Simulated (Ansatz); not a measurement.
A computed series for NaI: pressure series

Take NaI in the rock salt structure (space group Fm-3m, No. 225) as the base.

```cif
data_INa
_chemical_formula_sum 'I1 Na1'
_space_group_name_H-M_alt 'P 1'
_space_group_IT_number 1
_cell_length_a 4.61673
_cell_length_b 4.61673
_cell_length_c 4.61673
_cell_angle_alpha 60.000
_cell_angle_beta 60.000
_cell_angle_gamma 60.000
loop_
_space_group_symop_operation_xyz
  'x, y, z'
loop_
_atom_site_label
_atom_site_type_symbol
_atom_site_fract_x
_atom_site_fract_y
_atom_site_fract_z
_atom_site_occupancy
I1 I 0.00000 0.00000 0.00000 1
Na1 Na 0.50000 0.50000 0.50000 1
```

Cell and atoms are relaxed at each pressure.

Levels (all Ansatz, an electronic-structure program, PAW): PBE (420 eV, no SOC); r2SCAN (500 eV, no SOC).

The base cell above is that of PBE; each level relaxes its own structures.

```tsv
case	volume per atom, PBE	volume per atom, r2SCAN
pressure −2 GPa	43.39 Å³	40.22 Å³
pressure −1 GPa	37.66 Å³	36.07 Å³
pressure 3 GPa	30.19 Å³	29.64 Å³
pressure 7 GPa	26.98 Å³	26.69 Å³
pressure 15 GPa	23.48 Å³	23.37 Å³
pressure 30 GPa	20.12 Å³	20.12 Å³
pressure 50 GPa	17.69 Å³	17.74 Å³
pressure 75 GPa	15.83 Å³	15.91 Å³
pressure 100 GPa	14.58 Å³	14.66 Å³
```

The two levels differ by at most about 3.17 Å³. They put the cases in the same order.

Load acts through the strain it causes; cell and atoms are relaxed under it. No phonon test of stability was made. Competing high-pressure phases were not computed.
